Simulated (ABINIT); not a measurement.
# MgB2 (P6/mmm) in ABINIT: further runs

Runs on MgB2. Level: PBE. Tasks: band structure.

Everything below comes from runs of ABINIT 10.8.3 (patched build). Logs are shortened: lines on timing, memory, paths and dates and some standing lists are left out, and cuts for length are marked. The log counts tension as positive stress, the text compression.

### 1 Starting point

The structure is hexagonal, space group P6/mmm (No. 191). The conventional cell has a = 3.085 Å, b = 3.085 Å, c = 3.523 Å, α = 90.00°, β = 90.00°, γ = 120.00°. Mg (site symmetry 6/mmm) has 12 B at 2.51 Å as nearest neighbours. Around B (site symmetry -6m2) lie 3 B at 1.78 Å.

### 2 Band structure, PBE

The input, run.abi:

```
# Datasets: ground state, then fixed potential
ndtset 2

# Pseudopotentials
pp_dirpath "./"
pseudos "12_Mg_10_1.9_2.0_pbe_v1.0.psp8, 05_B_3_1.5_1.7_pbe_n_v1.0.psp8"

# Structure
acell 5.8298050945 5.8298050945 6.6575051371
rprim
     1.0000000000     0.0000000000     0.0000000000
    -0.5000000000     0.8660254038     0.0000000000
     0.0000000000     0.0000000000     1.0000000000
ntypat 2
znucl 12 5
natom 3
typat 1 2 2
xred
     0.0000000000     0.0000000000     0.0000000000
     0.6666666667     0.3333333333     0.5000000000
     0.3333333333     0.6666666667     0.5000000000

# Plane-wave basis
ecut 30.0

# Exchange and correlation
ixc 11

# Bands and occupations
occopt 3
tsmear 0.05 eV

# SCF cycle
nstep 100

# Output
iomode 3
prtwf 0
prteig 0
prtebands 0
prtden1 1

# Dataset 1
kptopt1 1
ngkpt1 10 10 8
nshiftk1 1
shiftk1 0.0 0.0 0.0
nband1 12
tolvrs1 1.0e-10

# Dataset 2: bands along G-M-K-G-A-L-H-A
iscf2 -2
getden2 1
nband2 18
nbdbuf2 4
tolwfr2 1.0e-11
kptopt2 -7
ndivsm2 6
prteig2 1
prtvol2 -3
kptbounds2
     0.0000000000     0.0000000000     0.0000000000
     0.5000000000     0.0000000000     0.0000000000
     0.3333333333     0.3333333333     0.0000000000
     0.0000000000     0.0000000000     0.0000000000
     0.0000000000     0.0000000000     0.5000000000
     0.5000000000     0.0000000000     0.5000000000
     0.3333333333     0.3333333333     0.5000000000
     0.0000000000     0.0000000000     0.5000000000
```

Potentials or basis: SPMS NC PBE v1.0.

Command:

```
abinit run.abi > log 2>&1
```

run.abo:

```text
.Version 10.8.3 of ABINIT
 DATASET    1 : space group P6/m m m (#191); Bravais hP (primitive hexag.)
================================================================================
 Values of the parameters that define the memory need for DATASET  1.
     intxc =       0    ionmov =       0      iscf =       7    lmnmax =       4
     lnmax =       4     mgfft =      36  mpssoang =       2    mqgrid =    3001
     natom =       3  nloc_mem =       1    nspden =       1   nspinor =       1
    nsppol =       1      nsym =      24    n1xccc =    2501    ntypat =       2
    occopt =       3   xclevel =       2
       mpw =        1558          nfft =       32400          nkpt =          70
================================================================================
================================================================================

 DATASET    2 : space group P6/m m m (#191); Bravais hP (primitive hexag.)
================================================================================
 Values of the parameters that define the memory need for DATASET  2.
     intxc =       0    ionmov =       0      iscf =      -2    lmnmax =       4
     lnmax =       4     mgfft =      36  mpssoang =       2    mqgrid =    3001
     natom =       3  nloc_mem =       1    nspden =       1   nspinor =       1
    nsppol =       1      nsym =      24    n1xccc =    2501    ntypat =       2
    occopt =       3   xclevel =       2
       mpw =        1572          nfft =       32400          nkpt =          65
================================================================================
================================================================================

--------------------------------------------------------------------------------
------------- Echo of variables that govern the present computation ------------
--------------------------------------------------------------------------------
 -outvars: echo values of preprocessed input variables --------
            acell      5.8298050945E+00  5.8298050945E+00  6.6575051371E+00 Bohr
              amu      2.43050000E+01  1.08110000E+01
             ecut      3.00000000E+01 Hartree
           getden1          0
           getden2          1
             iscf1          7
             iscf2         -2
              ixc          11
           jdtset        1    2
           kptopt1          1
           kptopt2         -7
         kptrlatt       10    0    0      0   10    0      0    0    8
          kptrlen1     5.32600411E+01
          kptrlen2     3.00000000E+01
            natom           3
            nband1         12
            nband2         18
           nbdbuf1          0
           nbdbuf2          4
           ndtset           2
           ndivsm1          0
           ndivsm2          6
            ngfft          30      30      36
             nkpt1         70
             nkpt2         65
            nstep         100
             nsym          24
           ntypat           2
           occopt           3
        prtebands           0
           prteig1          0
           prteig2          1
           prtvol1          0
           prtvol2         -3
            prtwf           0
            rprim      1.0000000000E+00  0.0000000000E+00  0.0000000000E+00
                      -5.0000000000E-01  8.6602540380E-01  0.0000000000E+00
                       0.0000000000E+00  0.0000000000E+00  1.0000000000E+00
           shiftk1     0.00000000E+00  0.00000000E+00  0.00000000E+00
           shiftk2     5.00000000E-01  5.00000000E-01  5.00000000E-01
          spgroup         191
           tolvrs1     1.00000000E-10
           tolvrs2     0.00000000E+00
           tolwfr1     0.00000000E+00
           tolwfr2     1.00000000E-11
           tsmear      1.83746611E-03 Hartree
            typat      1  2  2
           xangst      0.0000000000E+00  0.0000000000E+00  0.0000000000E+00
                       1.5424999990E+00  8.9056278964E-01  1.7614999988E+00
                      -7.9179545087E-18  1.7811255793E+00  1.7614999988E+00
            xcart      0.0000000000E+00  0.0000000000E+00  0.0000000000E+00
[... 216 lines left out ...]
  9.81E-12  5.82E-12  6.38E-12  3.92E-12  4.06E-12  4.99E-12  2.50E-09  7.41E-08
  4.56E-05  2.59E-03
 -2.4739E+00 -1.2530E+00 -1.2530E+00 -1.2520E+00 -1.6341E-01  1.8498E-01
  3.0578E-01  3.0578E-01  3.5348E-01  5.2446E-01  5.2446E-01  5.8915E-01
  6.5709E-01  7.5830E-01  8.8651E-01  8.8651E-01  9.8589E-01  9.9465E-01
 Non-SCF case, kpt    2 (  0.05000  0.00000  0.00000), residuals and eigenvalues=
  2.81E-12  1.62E-12  6.86E-12  1.26E-12  7.77E-12  4.08E-12  2.11E-12  1.32E-12
  8.25E-12  1.78E-12  8.86E-12  1.60E-12  3.15E-12  7.74E-12  8.47E-10  2.69E-09
  3.49E-06  1.25E-06
 -2.4739E+00 -1.2531E+00 -1.2530E+00 -1.2520E+00 -1.6180E-01  1.8653E-01
  2.9728E-01  3.0180E-01  3.5488E-01  5.2366E-01  5.3167E-01  5.9266E-01
  6.5134E-01  7.6655E-01  8.7779E-01  8.8241E-01  9.4237E-01  9.6416E-01
[... 427 lines left out ...]
 Non-SCF case, kpt   64 (  0.02778  0.02778  0.50000), residuals and eigenvalues=
  5.07E-12  8.00E-12  7.21E-12  1.24E-12  9.98E-12  9.27E-12  3.79E-12  6.15E-12
  1.65E-12  7.87E-12  7.98E-12  1.59E-12  7.11E-12  5.25E-12  8.74E-11  9.06E-08
  2.19E-05  2.51E-05
 -2.4739E+00 -1.2530E+00 -1.2530E+00 -1.2523E+00 -1.1478E-01  2.1598E-02
  3.1244E-01  3.1553E-01  5.3747E-01  5.4364E-01  5.7151E-01  6.5746E-01
  6.5991E-01  7.2696E-01  7.3942E-01  8.0688E-01  8.2777E-01  8.4252E-01
 Non-SCF case, kpt   65 (  0.00000  0.00000  0.50000), residuals and eigenvalues=
  5.28E-12  5.52E-12  3.62E-12  1.10E-12  8.12E-12  2.58E-12  6.83E-12  8.66E-12
  2.84E-12  2.35E-12  3.01E-12  5.61E-12  4.20E-12  1.82E-12  3.89E-10  1.46E-07
  3.01E-08  2.55E-04
 -2.4739E+00 -1.2530E+00 -1.2530E+00 -1.2523E+00 -1.1611E-01  1.9900E-02
  3.1948E-01  3.1948E-01  5.3697E-01  5.3697E-01  5.8397E-01  6.5403E-01
  6.5866E-01  7.3525E-01  7.3525E-01  8.0067E-01  8.3127E-01  8.3185E-01

--- !ResultsGS
iteration_state: {dtset: 2, }
comment   : Summary of ground state results
lattice_vectors:
- [  5.8298051,   0.0000000,   0.0000000, ]
- [ -2.9149025,   5.0487593,   0.0000000, ]
- [  0.0000000,   0.0000000,   6.6575051, ]
lattice_lengths: [   5.82981,    5.82981,    6.65751, ]
lattice_angles: [ 90.000,  90.000, 120.000, ] # degrees, (23, 13, 12)
lattice_volume:   1.9595223E+02
convergence: {deltae:  0.000E+00, res2:  0.000E+00, residm:  9.977E-12, diffor:  0.000E+00, }
etotal    :  -6.19201342E+01
entropy   :   0.00000000E+00
fermie    :   2.94013191E-01
cartesian_stress_tensor: null
pressure_GPa: null
xred      :
- [  0.0000E+00,   0.0000E+00,   0.0000E+00, Mg]
- [  6.6667E-01,   3.3333E-01,   5.0000E-01,  B]
- [  3.3333E-01,   6.6667E-01,   5.0000E-01,  B]
cartesian_forces: null
force_length_stats: {min: null, max: null, mean: null, }
...

 Integrated electronic density in atomic spheres:
 ------------------------------------------------
 Atom  Sphere_radius  Integrated_density
    1        2.00000          8.35282945
    2        2.00000          2.63425751
    3        2.00000          2.63425751
================================================================================

 ----iterations are completed or convergence reached----

 Mean square residual over all n,k,spin=   47.971E-13; max=  99.769E-13
 reduced coordinates (array xred) for    3 atoms
       0.000000000000      0.000000000000      0.000000000000
       0.666666666667      0.333333333333      0.500000000000
       0.333333333333      0.666666666667      0.500000000000

 cartesian coordinates (angstrom) at end:
    1      0.00000000000000     0.00000000000000     0.00000000000000
    2      1.54249999896135     0.89056278964134     1.76149999881646
    3     -0.00000000000000     1.78112557928268     1.76149999881646
 length scales=  5.829805094500  5.829805094500  6.657505137100 bohr
              =  3.084999997923  3.084999997923  3.522999997633 angstroms
 Eigenvalues (hartree) for nkpt=  65  k points:
 kpt#   1, nband= 18, wtk=  1.00000, kpt=  0.0000  0.0000  0.0000 (reduced coord)
  -2.47395   -1.25303   -1.25303   -1.25203   -0.16341    0.18498    0.30578    0.30578
   0.35348    0.52446    0.52446    0.58915    0.65709    0.75830    0.88651    0.88651
   0.98589    0.99465
 kpt#   2, nband= 18, wtk=  1.00000, kpt=  0.0500  0.0000  0.0000 (reduced coord)
  -2.47394   -1.25307   -1.25304   -1.25202   -0.16180    0.18653    0.29728    0.30180
   0.35488    0.52366    0.53167    0.59266    0.65134    0.76655    0.87779    0.88241
   0.94237    0.96416
 kpt#   3, nband= 18, wtk=  1.00000, kpt=  0.1000  0.0000  0.0000 (reduced coord)
  -2.47393   -1.25317   -1.25307   -1.25201   -0.15701    0.19119    0.27443    0.29133
   0.35923    0.51915    0.55176    0.60354    0.63482    0.78943    0.85728    0.87217
   0.89778    0.93384
 kpt#   4, nband= 18, wtk=  1.00000, kpt=  0.1500  0.0000  0.0000 (reduced coord)
  -2.47392   -1.25333   -1.25310   -1.25198   -0.14903    0.19890    0.24262    0.27738
   0.36657    0.51026    0.58160    0.60950    0.61862    0.82255    0.83476    0.85938
   0.85997    0.90593
 kpt#   5, nband= 18, wtk=  1.00000, kpt=  0.2000  0.0000  0.0000 (reduced coord)
[... 229 lines left out ...]
   0.50361    0.54391    0.57994    0.66011    0.68133    0.68857    0.75659    0.82885
   0.84278    0.90403
 kpt#  63, nband= 18, wtk=  1.00000, kpt=  0.0556  0.0556  0.5000 (reduced coord)
  -2.47393   -1.25314   -1.25305   -1.25227   -0.11078    0.02667    0.29399    0.30422
   0.53946    0.54131    0.56021    0.66312    0.66845    0.70437    0.74772    0.82325
   0.82504    0.87352
 kpt#  64, nband= 18, wtk=  1.00000, kpt=  0.0278  0.0278  0.5000 (reduced coord)
  -2.47393   -1.25305   -1.25302   -1.25229   -0.11478    0.02160    0.31244    0.31553
   0.53747    0.54364    0.57151    0.65746    0.65991    0.72696    0.73942    0.80688
   0.82777    0.84252
 kpt#  65, nband= 18, wtk=  1.00000, kpt=  0.0000  0.0000  0.5000 (reduced coord)
  -2.47394   -1.25301   -1.25301   -1.25229   -0.11611    0.01990    0.31948    0.31948
   0.53697    0.53697    0.58397    0.65403    0.65866    0.73525    0.73525    0.80067
   0.83127    0.83185

== END DATASET(S) ==============================================================
================================================================================

 -outvars: echo values of variables after computation  --------
            acell      5.8298050945E+00  5.8298050945E+00  6.6575051371E+00 Bohr
           etotal1    -6.1920134171E+01
            fcart1    -5.7734460662E-30 -3.3333006404E-30 -0.0000000000E+00
                      -4.0414122463E-29  1.2999872498E-28 -0.0000000000E+00
                       4.6187568529E-29 -1.2666542434E-28 -0.0000000000E+00
            rprim      1.0000000000E+00  0.0000000000E+00  0.0000000000E+00
                      -5.0000000000E-01  8.6602540380E-01  0.0000000000E+00
                       0.0000000000E+00  0.0000000000E+00  1.0000000000E+00
           strten1     4.5330429567E-05  4.5330429405E-05  3.5461168773E-05
                       0.0000000000E+00  0.0000000000E+00  0.0000000000E+00
           xangst      0.0000000000E+00  0.0000000000E+00  0.0000000000E+00
                       1.5424999990E+00  8.9056278964E-01  1.7614999988E+00
                      -7.9179545087E-18  1.7811255793E+00  1.7614999988E+00
             xred      0.0000000000E+00  0.0000000000E+00  0.0000000000E+00
                       6.6666666667E-01  3.3333333333E-01  5.0000000000E-01
                       3.3333333333E-01  6.6666666667E-01  5.0000000000E-01
 Calculation completed.
```

Wall time 41 s (1 thread of Arm Neoverse V2, shared host); peak memory 0.11 GiB.

What came out:

- Free energy: -1684.9327 eV
- Pressure: -1.2 GPa
- Band gap on the k mesh: none (metal or under the smearing width)
- Valence electrons inside the program's atomic spheres: Mg 8.35; B 2.63

Levels at the corners of the path, in eV from the Fermi level:
```
point  band 4  band 5  band 6  band 7  band 8  band 9  band 10  band 11  band 12  band 13
    Γ  -42.07  -12.45   -2.97    0.32    0.32    1.62     6.27     6.27     8.03     9.88
    M  -42.06   -8.56   -7.86   -2.21    0.18    3.04     3.85     5.28     7.05    12.54
    K  -42.06   -7.29   -7.29   -5.88    1.76    1.76     6.13     6.13     8.77     8.99
    Γ  -42.07  -12.45   -2.97    0.32    0.32    1.62     6.27     6.27     8.03     9.88
    A  -42.08  -11.16   -7.46    0.69    0.69    6.61     6.61     7.89     9.80     9.92
    L  -42.07   -7.59   -6.94   -3.59   -1.92   -1.33     5.67     8.72     8.87    12.98
    H  -42.07   -6.40   -6.40   -5.20   -2.04   -2.04     3.53    11.61    11.84    11.84
    A  -42.08  -11.16   -7.46    0.69    0.69    6.61     6.61     7.89     9.80     9.92
```

### 3 Band structure, PBE

run.abi, as its differences from that of step 2:

```diff
@@ -5,3 +5,3 @@
 pp_dirpath "./"
-pseudos "12_Mg_10_1.9_2.0_pbe_v1.0.psp8, 05_B_3_1.5_1.7_pbe_n_v1.0.psp8"
+pseudos "Mg.GGA_PBE-JTH.xml, B.GGA_PBE-JTH.xml"
 
@@ -23,3 +23,5 @@
 # Plane-wave basis
-ecut 30.0
+ecut 19.0
+pawecutdg 38.0
+pawxcdev 0
 
@@ -48,3 +50,3 @@
 nband1 12
-tolvrs1 1.0e-10
+tolvrs1 1.0e-9
```

Potentials or basis: JTH PAW PBE v2.0.

Command:

```
abinit run.abi > log 2>&1
```

run.abo:

```text
.Version 10.8.3 of ABINIT
 DATASET    1 : space group P6/m m m (#191); Bravais hP (primitive hexag.)
================================================================================
 Values of the parameters that define the memory need for DATASET  1.
     intxc =       0    ionmov =       0      iscf =      17    lmnmax =       8
     lnmax =       4     mgfft =      30  mpssoang =       2    mqgrid =    3001
     natom =       3  nloc_mem =       2    nspden =       1   nspinor =       1
    nsppol =       1      nsym =      24    n1xccc =       1    ntypat =       2
    occopt =       3   xclevel =       2
       mpw =         788          nfft =       17280          nkpt =          70
 PAW method is used; the additional fine FFT grid is defined by:
   mgfftf=        40    nfftf =     51840
================================================================================
================================================================================

 DATASET    2 : space group P6/m m m (#191); Bravais hP (primitive hexag.)
================================================================================
 Values of the parameters that define the memory need for DATASET  2.
     intxc =       0    ionmov =       0      iscf =      -2    lmnmax =       8
     lnmax =       4     mgfft =      30  mpssoang =       2    mqgrid =    3001
     natom =       3  nloc_mem =       2    nspden =       1   nspinor =       1
    nsppol =       1      nsym =      24    n1xccc =       1    ntypat =       2
    occopt =       3   xclevel =       2
[... 1072 lines left out ...]
   0.46820    0.50838    0.54437    0.62498    0.64593    0.65309    0.72147    0.79340
   0.80802    0.86629
 kpt#  63, nband= 18, wtk=  1.00000, kpt=  0.0556  0.0556  0.5000 (reduced coord)
  -2.50424   -1.28238   -1.28228   -1.28192   -0.14610   -0.00861    0.25897    0.26924
   0.50388    0.50595    0.52463    0.62808    0.63285    0.66874    0.71230    0.78824
   0.78993    0.83787
 kpt#  64, nband= 18, wtk=  1.00000, kpt=  0.0278  0.0278  0.5000 (reduced coord)
  -2.50425   -1.28228   -1.28226   -1.28194   -0.15010   -0.01369    0.27750    0.28061
   0.50187    0.50804    0.53625    0.62179    0.62484    0.69110    0.70363    0.77171
   0.79316    0.80803
 kpt#  65, nband= 18, wtk=  1.00000, kpt=  0.0000  0.0000  0.5000 (reduced coord)
  -2.50426   -1.28224   -1.28224   -1.28194   -0.15143   -0.01539    0.28457    0.28457
   0.50136    0.50136    0.54877    0.61834    0.62358    0.69924    0.69924    0.76544
   0.79703    0.79703

== END DATASET(S) ==============================================================
================================================================================

 -outvars: echo values of variables after computation  --------
            acell      5.8298050945E+00  5.8298050945E+00  6.6575051371E+00 Bohr
           etotal1    -6.9312175228E+01
            fcart1    -0.0000000000E+00 -0.0000000000E+00 -0.0000000000E+00
                      -1.3856270559E-28 -7.9999215370E-29 -0.0000000000E+00
                       1.3856270559E-28  7.9999215370E-29 -0.0000000000E+00
            rprim      1.0000000000E+00  0.0000000000E+00  0.0000000000E+00
                      -5.0000000000E-01  8.6602540380E-01  0.0000000000E+00
                       0.0000000000E+00  0.0000000000E+00  1.0000000000E+00
           strten1     4.3428339084E-05  4.3428338783E-05  4.0174719647E-05
                       0.0000000000E+00  0.0000000000E+00  0.0000000000E+00
           xangst      0.0000000000E+00  0.0000000000E+00  0.0000000000E+00
                       1.5424999990E+00  8.9056278964E-01  1.7614999988E+00
                      -7.9179545087E-18  1.7811255793E+00  1.7614999988E+00
             xred      0.0000000000E+00  0.0000000000E+00  0.0000000000E+00
                       6.6666666667E-01  3.3333333333E-01  5.0000000000E-01
                       3.3333333333E-01  6.6666666667E-01  5.0000000000E-01
 Calculation completed.
```

Run time: 26 s. Hardware: 1 thread of Arm Neoverse V2, shared host; peak memory 0.11 GiB.

Results:

* Free energy: -1886.0804 eV
* Pressure: -1.2 GPa
* Band gap on the k mesh: none (metal or under the smearing width)

Stress tensor (GPa, compression positive):
```
-1.28  0.00  0.00
 0.00 -1.28  0.00
 0.00  0.00 -1.18
```

Levels at the corners of the path, in eV from the Fermi level:
```
point  band 4  band 5  band 6  band 7  band 8  band 9  band 10  band 11  band 12  band 13
    Γ  -41.92  -12.45   -2.97    0.33    0.33    1.61     6.27     6.27     8.02     9.88
    M  -41.91   -8.56   -7.86   -2.20    0.17    3.03     3.83     5.28     7.05    12.54
    K  -41.91   -7.29   -7.29   -5.88    1.75    1.75     6.13     6.13     8.76     9.00
    Γ  -41.92  -12.45   -2.97    0.33    0.33    1.61     6.27     6.27     8.02     9.88
    A  -41.92  -11.16   -7.46    0.70    0.70    6.60     6.60     7.89     9.79     9.93
    L  -41.92   -7.60   -6.94   -3.59   -1.91   -1.34     5.66     8.72     8.86    12.99
    H  -41.92   -6.41   -6.41   -5.20   -2.04   -2.04     3.52    11.61    11.84    11.84
    A  -41.92  -11.16   -7.46    0.70    0.70    6.60     6.60     7.89     9.79     9.93
```

Caveat: the atomic spheres overlap.
